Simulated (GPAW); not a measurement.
BaS:

```xyz
2
Lattice="0.0000 3.1938 3.1938 3.1938 0.0000 3.1938 3.1938 3.1938 0.0000" Properties=species:S:1:pos:R:3 pbc="T T T"
Ba    0.0000    0.0000    0.0000
S     3.1938    3.1938    3.1938
```

```yaml
Program: GPAW 26.7.0
Task: relaxation of cell and atoms
Functional: PBE
Potentials_or_basis: GPAW PAW data sets (gpaw-data 1.2.1)
Cutoff: 600 eV
Basis: pw
k_mesh: 7 × 7 × 7
Occupations: fermi-dirac, width 0.05 eV
Spin: no spin polarisation
```

At the start: pressure 1.2 GPa; volume 32.58 Å³/atom.

Problem. How do energy, volume and symmetry change on relaxing?

Solution. Over 7 steps the energy falls by 3.6 meV/atom and the volume is 33.57 Å³/atom (+3.1 %); space group Fm-3m (No. 225, to 0.05 Å).

Step by step:
| step | energy change (eV) | largest force (eV/Å) | pressure (GPa) | volume (Å³) |
| --- | --- | --- | --- | --- |
| 1 | 0.0000 | 0.0000 | 1.23 | 65.15 |
| 2 | -0.0018 | 0.0000 | 1.06 | 65.40 |
| 3 | -0.0045 | 0.0000 | 0.74 | 65.86 |
| 4 | -0.0066 | 0.0000 | 0.33 | 66.47 |
| 5 | -0.0072 | 0.0000 | -0.10 | 67.16 |
| 6 | -0.0072 | 0.0000 | -0.10 | 67.15 |
| 7 | -0.0072 | 0.0000 | -0.09 | 67.14 |

Final structure:
```cif
data_structure
_symmetry_space_group_name_H-M 'P 1'
_symmetry_Int_Tables_number 1
_cell_length_a 4.5622
_cell_length_b 4.5622
_cell_length_c 4.5622
_cell_angle_alpha 60.000
_cell_angle_beta 60.000
_cell_angle_gamma 60.000
_cell_volume 67.14
loop_
_atom_site_label
_atom_site_type_symbol
_atom_site_fract_x
_atom_site_fract_y
_atom_site_fract_z
_atom_site_occupancy
Ba1 Ba 0.00000 0.00000 0.00000 1
S1 S 0.50000 0.50000 0.50000 1
```

Caveat: later steps reuse the first step's grids.
